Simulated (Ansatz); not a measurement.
**Al2Ru: pressure against volume**

Al2Ru, Fddd, a = 4.701 Å, b = 7.975 Å, c = 8.770 Å. The structure is a Materials Project entry; whether it is the stable form wasn't checked. Ansatz: PBEsol, PAW, 420 eV, Γ-centred 10×10×10 mesh on 6 atoms, Gaussian smearing 0.01 eV; no spin polarisation. Shape and atoms are relaxed at each volume; pressure is positive in compression.

| V (Å³/atom) | P (GPa) |
| --- | --- |
| 12.057 | 30.14 |
| 12.468 | 20.70 |
| 12.879 | 12.66 |
| 13.290 | 5.82 |
| 13.701 | 0.00 |
| 14.112 | -4.94 |
| 14.523 | ? |
| 15.071 | -13.76 |

Take V0 = 13.701 Å³/atom, fit the third-order Birch–Murnaghan form to the other rows, and predict the missing pressure.

With the Eulerian strain f = ½[(V0/V)^(2/3) − 1] and y = P/[3f(1 + 2f)^(5/2)], the form is the line y = B0 + 1.5 B0 (B0′ − 4) f. Rows (f, y): 0.04448, 182.5; 0.03244, 181.8; 0.02105, 180.8; 0.01026, 179.7; -0.00976, 177.2; -0.03078, 174.7. Means f = 0.01128, y = 179.45; Σ(Δf)² = 0.003858, ΣΔfΔy = 0.4110; the slope is their ratio. y = 178.2 + 106.5 f GPa, so B0 = 178.2 GPa and B0′ = 4 + 2 × (106.5)/(3 × 178.2) = 4.40. At V = 14.523, f = -0.01905, y = 176.17 and P = -9.14 GPa. The run gave -9.15 GPa, so the fit is 0.01 GPa too high, within the rms miss on the fitted rows (0.03 GPa).